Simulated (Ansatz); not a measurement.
# Residual resistivity of an alloy: Mo(100) with 4 layers of random Mo-Pd, 2x2, part 2 of 2

How strongly does chemical disorder scatter in Mo(100) with 4 layers of random Mo-Pd, 2x2?

Ansatz 0.2.0; Ansatz plane-wave DFT, PBE, PAW files; ballistic transport by layer matching (Landauer), zero bias; PAW set soft_1.

So far. Step 3 (With 8 alloy layers): Over the solved energies the transmission per spin lies between 1.50 and 1.57, out of 6.68 channels of the lead on average (up to 6.84).

**4. With 12 alloy layers**

In 12 layers a share of 0.75 of the sites is given to Pd at random. A fresh draw is used; the growth of the resistance with length is what counts.

System of this step: Mo(100) with 12 layers of random Mo-Pd, 2x2. The cell holds 88 atoms: 52 Mo and 36 Pd. Cell: a = 6.294 Å, b = 6.294 Å, c = 34.617 Å, α = 90.0°, β = 90.0°, γ = 90.0°. It derives from Mo. Regions: lead, 40 atoms (40 Mo); scattering region, 48 atoms (36 Pd and 12 Mo). The structure is stacked along c, and the current runs across the ab planes.

Contents of input.yaml:

```yaml
crystal:
  lattice:
    - [6.294, 0.0, 0.0]
    - [0.0, 6.294, 0.0]
    - [0.0, 0.0, 34.617]
  atoms:
    - { symbol: Mo, position: [0.0, 0.0, 0.0227272727] }
    - { symbol: Mo, position: [0.0, 0.5, 0.0227272727] }
    - { symbol: Mo, position: [0.5, 0.0, 0.0227272727] }
    - { symbol: Mo, position: [0.5, 0.5, 0.0227272727] }
    - { symbol: Mo, position: [0.25, 0.25, 0.0681818182] }
    - { symbol: Mo, position: [0.25, 0.75, 0.0681818182] }
    - { symbol: Mo, position: [0.75, 0.25, 0.0681818182] }
    - { symbol: Mo, position: [0.75, 0.75, 0.0681818182] }
    - { symbol: Mo, position: [0.0, 0.0, 0.1136363636] }
    - { symbol: Mo, position: [0.0, 0.5, 0.1136363636] }
    - { symbol: Mo, position: [0.5, 0.0, 0.1136363636] }
    - { symbol: Mo, position: [0.5, 0.5, 0.1136363636] }
    - { symbol: Mo, position: [0.25, 0.25, 0.1590909091] }
    - { symbol: Mo, position: [0.25, 0.75, 0.1590909091] }
    - { symbol: Mo, position: [0.75, 0.25, 0.1590909091] }
    - { symbol: Mo, position: [0.75, 0.75, 0.1590909091] }
    - { symbol: Mo, position: [0.0, 0.0, 0.2045454545] }
    - { symbol: Mo, position: [0.0, 0.5, 0.2045454545] }
    - { symbol: Mo, position: [0.5, 0.0, 0.2045454545] }
    - { symbol: Mo, position: [0.5, 0.5, 0.2045454545] }
    - { symbol: Pd, position: [0.25, 0.25, 0.25] }
    - { symbol: Pd, position: [0.25, 0.75, 0.25] }
    - { symbol: Pd, position: [0.75, 0.25, 0.25] }
    - { symbol: Pd, position: [0.75, 0.75, 0.25] }
    - { symbol: Pd, position: [0.0, 0.0, 0.2954545455] }
    - { symbol: Pd, position: [0.0, 0.5, 0.2954545455] }
    - { symbol: Mo, position: [0.5, 0.0, 0.2954545455] }
    - { symbol: Pd, position: [0.5, 0.5, 0.2954545455] }
    - { symbol: Pd, position: [0.25, 0.25, 0.3409090909] }
    - { symbol: Pd, position: [0.25, 0.75, 0.3409090909] }
    - { symbol: Pd, position: [0.75, 0.25, 0.3409090909] }
    - { symbol: Pd, position: [0.75, 0.75, 0.3409090909] }
    - { symbol: Pd, position: [0.0, 0.0, 0.3863636364] }
    - { symbol: Mo, position: [0.0, 0.5, 0.3863636364] }
    - { symbol: Pd, position: [0.5, 0.0, 0.3863636364] }
    - { symbol: Pd, position: [0.5, 0.5, 0.3863636364] }
    - { symbol: Pd, position: [0.25, 0.25, 0.4318181818] }
    - { symbol: Pd, position: [0.25, 0.75, 0.4318181818] }
    - { symbol: Pd, position: [0.75, 0.25, 0.4318181818] }
    - { symbol: Pd, position: [0.75, 0.75, 0.4318181818] }
    - { symbol: Pd, position: [0.0, 0.0, 0.4772727273] }
    - { symbol: Pd, position: [0.0, 0.5, 0.4772727273] }
    - { symbol: Pd, position: [0.5, 0.0, 0.4772727273] }
    - { symbol: Mo, position: [0.5, 0.5, 0.4772727273] }
    - { symbol: Mo, position: [0.25, 0.25, 0.5227272727] }
    - { symbol: Pd, position: [0.25, 0.75, 0.5227272727] }
    - { symbol: Mo, position: [0.75, 0.25, 0.5227272727] }
    - { symbol: Mo, position: [0.75, 0.75, 0.5227272727] }
    - { symbol: Pd, position: [0.0, 0.0, 0.5681818182] }
    - { symbol: Pd, position: [0.0, 0.5, 0.5681818182] }
    - { symbol: Pd, position: [0.5, 0.0, 0.5681818182] }
    - { symbol: Pd, position: [0.5, 0.5, 0.5681818182] }
    - { symbol: Pd, position: [0.25, 0.25, 0.6136363636] }
    - { symbol: Pd, position: [0.25, 0.75, 0.6136363636] }
    - { symbol: Pd, position: [0.75, 0.25, 0.6136363636] }
    - { symbol: Pd, position: [0.75, 0.75, 0.6136363636] }
    - { symbol: Mo, position: [0.0, 0.0, 0.6590909091] }
    - { symbol: Mo, position: [0.0, 0.5, 0.6590909091] }
    - { symbol: Pd, position: [0.5, 0.0, 0.6590909091] }
    - { symbol: Mo, position: [0.5, 0.5, 0.6590909091] }
    - { symbol: Pd, position: [0.25, 0.25, 0.7045454545] }
    - { symbol: Mo, position: [0.25, 0.75, 0.7045454545] }
    - { symbol: Pd, position: [0.75, 0.25, 0.7045454545] }
    - { symbol: Pd, position: [0.75, 0.75, 0.7045454545] }
    - { symbol: Mo, position: [0.0, 0.0, 0.75] }
    - { symbol: Pd, position: [0.0, 0.5, 0.75] }
    - { symbol: Mo, position: [0.5, 0.0, 0.75] }
    - { symbol: Pd, position: [0.5, 0.5, 0.75] }
    - { symbol: Mo, position: [0.25, 0.25, 0.7954545455] }
    - { symbol: Mo, position: [0.25, 0.75, 0.7954545455] }
    - { symbol: Mo, position: [0.75, 0.25, 0.7954545455] }
    - { symbol: Mo, position: [0.75, 0.75, 0.7954545455] }
    - { symbol: Mo, position: [0.0, 0.0, 0.8409090909] }
    - { symbol: Mo, position: [0.0, 0.5, 0.8409090909] }
    - { symbol: Mo, position: [0.5, 0.0, 0.8409090909] }
    - { symbol: Mo, position: [0.5, 0.5, 0.8409090909] }
    - { symbol: Mo, position: [0.25, 0.25, 0.8863636364] }
    - { symbol: Mo, position: [0.25, 0.75, 0.8863636364] }
    - { symbol: Mo, position: [0.75, 0.25, 0.8863636364] }
    - { symbol: Mo, position: [0.75, 0.75, 0.8863636364] }
    - { symbol: Mo, position: [0.0, 0.0, 0.9318181818] }
    - { symbol: Mo, position: [0.0, 0.5, 0.9318181818] }
    - { symbol: Mo, position: [0.5, 0.0, 0.9318181818] }
    - { symbol: Mo, position: [0.5, 0.5, 0.9318181818] }
    - { symbol: Mo, position: [0.25, 0.25, 0.9772727273] }
    - { symbol: Mo, position: [0.25, 0.75, 0.9772727273] }
    - { symbol: Mo, position: [0.75, 0.25, 0.9772727273] }
    - { symbol: Mo, position: [0.75, 0.75, 0.9772727273] }
kpoints:
  mp_grid: { grid: [4, 4, 1] }
hamiltonian:
  xc: pbe
  pseudopotentials: { kind: paw, azcp: { folder: soft_1 } }
scf:
  occupations: { method: fermi_dirac, width: 0.1 }
output:
  transmission: { leads: [[0, 4]], kmesh: [8, 8], e_range: [-0.05, 0.05], de: 0.05 }
  write_potential: true
  write_density: true
  volumetric_format: npy
```

On the command line:

```console
ansatz run input.yaml --threads 4 --pin off --max-ram 15360MiB --backend cpu --events-out ev --progress --plain --runs-dir out
```

Numbers of over 12 decimals in the logs are rounded to 6 here.

The log of the run:

```text
[...]
Crystal: 88 atoms, lattice volume = 1371.333 Å³
Basis set: ecut = 420 eV, 26839 PW (Γ)
Bands: 826, of which v1, the nominal top of the filled ones, is band 688 counted from 1 (687 counted from 0)
Symmetry: 1 space group operations
[...]
k-points: 10 of 16 (time reversal used)
[...]
SCF iter   1: F=—  HF=-508979.100870 eV  |F-HF|=—  |Δ(HF+E_count)|=         —  Δρ=3.43e-1  dr2=6.98e4  ethr=3.10e-3  ⟨swp⟩=5.0  Hψ=30541  notcnv=0
[...]
SCF iter  13: F=-508734.351826 eV  HF=-508734.351826 eV  |F-HF|=1.98e-8  |Δ(HF+E_count)|=   9.60e-9  Δρ=3.98e-7  dr2=2.06e-8  ethr=7.27e-12  ⟨swp⟩=1.0  Hψ=16481  notcnv=0
SCF 1 converged in 13 iterations: F = -508734.351826 eV  dr2 = 2.06e-8
[...]
transmission: 228 of 2278 steps passed
transmission: 456 of 2278 steps passed
[...]
transmission: 2278 of 2278 steps passed
SCF converged after 13 iterations
Free energy (F): -508734.351826 eV
[...]
Internal energy: -508731.638695 eV  (E = F + TS)
E sigma→0 (E₀):  -508732.995261 eV
Entropy (-TS):   -2.713131 eV (-30.831 meV/atom)
Fermi energy:    20.166024 eV
[...]
--- Band table (eV; the first three rows and the last of 10) ---
  k-point 0: bands = [... 684 lower, 20.1813, 20.1885, 20.2110, 20.2398, 20.2717, 20.2946, 20.3382, 20.3872, ... 134 higher]
  k-point 1: bands = [... 684 lower, 20.1174, 20.1366, 20.1435, 20.1660, 20.1741, 20.1866, 20.2042, 20.2143, ... 134 higher]
  k-point 2: bands = [... 684 lower, 20.0437, 20.0790, 20.0867, 20.1502, 20.1612, 20.2020, 20.2092, 20.2504, ... 134 higher]
  k-point 9: bands = [... 684 lower, 20.0866, 20.1300, 20.1986, 20.2630, 20.2789, 20.2928, 20.3018, 20.3150, ... 134 higher]
--- Transmission ---
  basis      : 349 plane waves across, 67 finite elements along
  points     : 34, standing for a mesh of 8 x 8
[...]
channels       : 6.593750e0 a spin
[...]
slowest decay  : 0.0464 /Å at (0.5000, 0.3750)
  junction   : crystal 0 to crystal 0, 0.70 to 33.74 Å
    transmission   : 1.125434e0 a spin
[...]
```

It took 33 min on 4 threads of Arm Neoverse V1, shared host; peak memory 9.1 GiB.

Numbers from this step:

| Item | Value |
| --- | --- |
| free energy | -508734.3518 eV |
| energy at zero smearing | -508732.9953 eV |
| Fermi energy | 20.17 eV |
| transmission per spin nearest the Fermi level | 1.125 |
| step of the lead's potential | 15 meV |

Per spin. Transmission, zone mean against energy, zero at the Fermi level:

```
energy (eV)  transmission, zone mean
    -0.0500                     1.06
     0.0000                     1.13
     0.0500                     1.20
```

Over the solved energies the transmission per spin lies between 1.06 and 1.20, out of 6.68 channels of the lead on average (up to 6.84).

**5. Resistance against length**

This step: Ansatz plane-wave DFT, PBE, PAW files; ballistic transport by layer matching (Landauer), zero bias; residual resistivity from the slope of the area resistance, atoms on the host's lattice; PAW set soft_1 (Ansatz 0.2.0).

Numbers from this step:

| Item | Value |
| --- | --- |
| resistivity | 183.4 µΩ cm |
| intercept | 0.2865 fΩ m² |
| scatter about the fit | 0.02223 fΩ m² |

Resistance, by row:

```
run  length (Å)      T  channels N  RA (fΩ m²)
 n4       6.294  2.301       6.677       1.457
 n8       12.59  1.536       6.677       2.564
n12       18.88  1.128       6.677       3.766
```

Area resistance against length of the alloy:

```
length of the alloy (Å)  area resistance (fΩ m²)
                   6.29                     1.46
                  12.59                     2.56
                  18.88                     3.77
```

The area resistance goes from 1.5 to 3.8 fΩ m² between 6.3 and 18.9 Å, a slope of 183 µΩ cm.

By hand from the end points: (3.766 − 1.457) fΩ m² / (18.88 − 6.29) Å = 183 µΩ cm, since 1 fΩ m² per Å is 1000 µΩ cm.

**6. What came out**

* resistivity from the slope: 183 µΩ cm
* area resistance over 6.29 Å: 1.46 fΩ m²
* area resistance over 12.6 Å: 2.56 fΩ m²
* area resistance over 18.9 Å: 3.77 fΩ m²

**Reading.** The slope gives 183 µΩ cm. The points scatter by 0.022 fΩ m² about the line, with one random draw a length in a 2x2 cell, so the slope is a rough value. Read with a model of isotropic scattering on a spherical Fermi surface and the lead's 1.3×10¹⁵ S/m², this slope means a mean free path near 3.1 Å (a rough figure, since the alloy's own channel count differs); over these lengths the model's slope is within 3 % of its bulk resistivity, though a free path of a few ångströms strains the picture. The atoms sit on the host's lattice, so scattering by size misfit is left out. With 75 % of Pd, whose own structure is another, this is a hypothetical phase.

[Logs are printed without paths, hosts, clocks, repeated set-up lines and the standing remarks that a program may print on its own settings, such as how far it seeks lower states.]

[Hosts, paths, dates, database ids (printed as entryN), source tags and the programs' standing remarks are cut or masked in the printed files.]
